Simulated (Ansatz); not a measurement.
## Relaxing MnAs

These are results of DFT PBEsol, scalar-relativistic, plane waves, PAW in Ansatz 0.2.0, not measurements. (420 eV cutoff, 14×14×14 k-mesh, Gaussian smearing of 0.10 eV, collinear spin)

What was changed in MnN: N → As on all its sites, cell and atoms relaxed.

Input:

```yaml
crystal:
  lattice:
    - [0.0, 2.7515269474, 2.7515269474]
    - [2.7515269474, 0.0, 2.7515269474]
    - [2.7515269474, 2.7515269474, 0.0]
  atoms:
    - { symbol: Mn, position: [0.0, 0.0, 0.0], spin: -3.51 }
    - { symbol: As, position: [0.25, 0.25, 0.25], spin: 0.14 }
basis:
  ecutwfc: 420
kpoints:
  mp_grid: { grid: [14, 14, 14] }
hamiltonian:
  xc: pbesol
scf:
  occupations: { method: gaussian, width: 0.1 }
output:
  forces: true
  stress: true
  eigenvalues: true
  populations: true
magnetization:
  spin_polarized: true
relax:
  adjacent_minimum: "off"
  f_tol: 0.01
  max_steps: 60
  cell: { stress_tol: 0.1 }
```

F is the free energy. Steps run on the plane waves of an earlier cell, but the last one, and at times one on the way, on a freshly chosen basis, so a repeated geometry can differ a little in energy.

Steps:

```
step F − F(1) (eV) largest force component (eV/Å) V (Å³/atom) P (GPa)
   1         0.0000                           0.000       20.832     0.21
   2        -0.0001                           0.000       20.872     0.12
   3        -0.0001                           0.000       20.924     0.00
   4        -0.0001                           0.000       20.924     0.00
```

Relaxed structure:

```xyz
2
Lattice="0.0000 2.7556 2.7556 2.7556 0.0000 2.7556 2.7556 2.7556 0.0000" Properties=species:S:1:pos:R:3 pbc="T T T"
Mn    0.0000    0.0000    0.0000
As    1.3778    1.3778    1.3778
```

It takes space group F-43m (No. 216, cubic). Conventional cell: a = 5.511 Å, b = 5.511 Å, c = 5.511 Å, α = 90.00°, β = 90.00°, γ = 90.00°. Around Mn (site symmetry -43m) lie 4 As at 2.39 Å. As (site symmetry -43m) has 4 Mn at 2.39 Å as nearest neighbours.

The run converged. The run took about 100 core-seconds.